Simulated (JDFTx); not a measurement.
AlNi:

```
CELL_PARAMETERS angstrom
2.88100 0.00000 0.00000
0.00000 2.88100 0.00000
0.00000 0.00000 2.88100
ATOMIC_POSITIONS crystal
Ni 0.50000 0.50000 0.50000
Al 0.00000 0.00000 0.00000
```

| Quantity | Value |
| --- | --- |
| Program | JDFTx 1.7.0 (patched build) |
| Task | relaxation of cell and atoms |
| Functional | PBE |
| Dispersion | D3(BJ) |
| Potentials or basis | PseudoDojo-SR-PBE-0.5-standard with smoothed tails |
| Cutoff | 1333 eV |
| Density cutoff | 10667 eV |
| k mesh | 9 × 9 × 9 |
| Occupations | fermi-dirac, width 0.05 eV |
| Spin | collinear spin, ferromagnetic start |
| Starting moments | [1.0, 0.0] μB |

At the start: pressure -4.3 GPa; volume 11.96 Å³/atom.

Task: Where does the relaxation end?

Result: Over 5 steps the energy falls by 4.3 meV/atom and the volume is 11.65 Å³/atom (-2.6 %); space group Pm-3m (No. 221, to 0.05 Å); moment 0.00 μB per cell.

Step by step:
```
step  energy change (eV)  largest force (eV/Å)  pressure (GPa)  volume (Å³)
   1              0.0000                0.0000           -4.30        23.91
   2             -0.0040                0.0000           -3.18        23.74
   3             -0.0085                0.0000            0.03        23.29
   4             -0.0085                0.0000           -0.02        23.29
   5             -0.0085                0.0000            0.00        23.29
```

Final structure:
```yaml
crystal:
  lattice:
    - [2.85588, 0.00000, 0.00000]
    - [0.00000, 2.85588, 0.00000]
    - [0.00000, 0.00000, 2.85588]
  atoms:
    - { symbol: Ni, position: [0.50000, 0.50000, 0.50000] }
    - { symbol: Al, position: [0.00000, 0.00000, 0.00000] }
```

Caveat: pairwise dispersion overbinds metals, which lowers pressure and volume.
